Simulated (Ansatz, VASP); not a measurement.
# Cd: VASP beside Ansatz

INCAR

```
ALGO     = Fast           # electronic algorithm
EDIFF    = 1E-6           # SCF threshold, eV
ENCUT    = 520            # plane-wave cutoff, eV
GGA      = PS             # functional
ISIF     = 2              # what is computed and relaxed
ISMEAR   = -1             # smearing method
LASPH    = True           # aspherical terms in the spheres
LCHARG   = False          # write CHGCAR
LREAL    = False          # projectors in reciprocal space
LWAVE    = False          # write WAVECAR
NBANDS   = 19             # bands
NELM     = 80             # most SCF steps
PREC     = Accurate       # precision mode
SIGMA    = 0.05           # smearing width, eV
```

File KPOINTS:

```
k-points
0
Gamma
  10 10 5
```

The input POSCAR:

```
Cd
1.0
    2.9788700000      0.0000000000      0.0000000000
   -1.4894350000      2.5797770946      0.0000000000
    0.0000000000      0.0000000000      5.6176500000
Cd
2
Direct
    0.6666666667      0.3333333333      0.7500000000
    0.3333333333      0.6666666667      0.2500000000
```

The input input.yaml:

```yaml
crystal:
  lattice:
    - [2.97887, 0.0, 0.0]
    - [-1.489435, 2.5797770946, 0.0]
    - [0.0, 0.0, 5.61765]
  atoms:
    - { symbol: Cd, position: [0.6666666667, 0.3333333333, 0.75] }
    - { symbol: Cd, position: [0.3333333333, 0.6666666667, 0.25] }
kpoints:
  mp_grid: { grid: [10, 10, 5] }
  band_path:
    path:
      - [0.0, 0.0, 0.0]
      - [0.5, 0.0, 0.0]
      - [0.3333333333, 0.3333333333, 0.0]
      - [0.0, 0.0, 0.0]
      - [0.0, 0.0, 0.5]
      - [0.5, 0.0, 0.5]
      - [0.3333333333, 0.3333333333, 0.5]
      - [0.0, 0.0, 0.5]
    npoints: 12
scf:
  occupations: { method: fermi_dirac, width: 0.05 }
hamiltonian:
  xc: pbesol
  pseudopotentials: { kind: all_electron, lapw: { basis_error: 0.001 } }
output:
  forces: true
  stress: true
  eigenvalues: true
```

Alike in both runs: functional PBEsol; k mesh 10 × 10 × 5; occupations fermi-dirac, width 0.05 eV; no spin polarisation.

|  | VASP | Ansatz |
| --- | --- | --- |
| version | VASP 6.6.1 | Ansatz 0.2.0 |
| potentials or method | VASP PAW PBE potentials, release 64 (Cd) | all-electron LAPW, scalar-relativistic |
| plane-wave cutoff (eV) | 520 | see its input |
| task | single point | band structure |

VASP gave:

* gap on the k mesh at the Fermi level (eV): none
* pressure (GPa): -1.2
* largest component of the traceless stress (GPa): 0.55

Problem. What did Ansatz give for the same quantities?

Solution. gap on the k mesh at the Fermi level (eV): none; pressure (GPa): -1.6; largest component of the traceless stress (GPa): 0.41.

A gap of «none» marks a metal or a gap that the smearing closes. Ansatz ran all-electron here, so the differences hold the error of VASP's frozen core and of both bases.

Caveats: the PAW data sets were made with another functional, which shifts forces and pressure a little (VASP).
